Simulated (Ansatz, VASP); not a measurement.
# Two plane-wave programs on CaO

INCAR

```
SYSTEM = CaO
ALGO = Normal
EDIFF = 1E-6
ENCUT = 520
GGA = PE
ISIF = 2
ISMEAR = 0
LASPH = .TRUE.
LCHARG = .FALSE.
LREAL = .FALSE.
LWAVE = .FALSE.
NBANDS = 15
NELM = 60
PREC = Accurate
SIGMA = 0.02
```

File KPOINTS:

```
k-points
0
G
  8 8 8
  0 0 0
```

File POSCAR:

```
CaO
1.0
    0.0000000000      2.7450798529      2.7450798529
    2.7450798529      0.0000000000      2.7450798529
    2.7450798529      2.7450798529      0.0000000000
Ca O
1 1
Direct
    0.0000000000      0.0000000000      0.0000000000
    0.5000000000      0.5000000000      0.5000000000
```

Input for Ansatz:

```yaml
crystal:
  lattice:
    - [0.0, 2.7450798529, 2.7450798529]
    - [2.7450798529, 0.0, 2.7450798529]
    - [2.7450798529, 2.7450798529, 0.0]
  atoms:
    - { symbol: Ca, position: [0.0, 0.0, 0.0] }
    - { symbol: O, position: [0.5, 0.5, 0.5] }
basis:
  ecutwfc: 420
kpoints:
  mp_grid: { grid: [8, 8, 8] }
hamiltonian:
  xc: pbe
scf:
  occupations: { method: gaussian, width: 0.02 }
output:
  forces: true
  stress: true
  eigenvalues: true
```

Alike in both runs: task single point; functional PBE; k mesh 8 × 8 × 8; occupations gaussian, width 0.02 eV; no spin polarisation.

|  | VASP | Ansatz |
| --- | --- | --- |
| version | VASP 6.6.1 | Ansatz 0.2.0 |
| potentials or method | VASP PAW PBE potentials, release 64 (Ca_sv, O) | scalar-relativistic, plane waves, PAW |
| plane-wave cutoff (eV) | 520 | 420 |
| valence electrons in the cell | 16 | 16 |

```tsv
	VASP	Ansatz	Ansatz less VASP
gap on the k mesh at the Fermi level (eV)	2.17	2.18	+0.005
least direct gap on the mesh (eV)	2.17	2.18	+0.005
pressure (GPa)	-17.6	-17.7	-0.09
```

With one functional, cell and mesh, what is left measures potentials, basis and numerics.

Caveats: so large a pressure means that the cell lies far from this level's equilibrium, or that cutoff or potentials fall short (VASP).
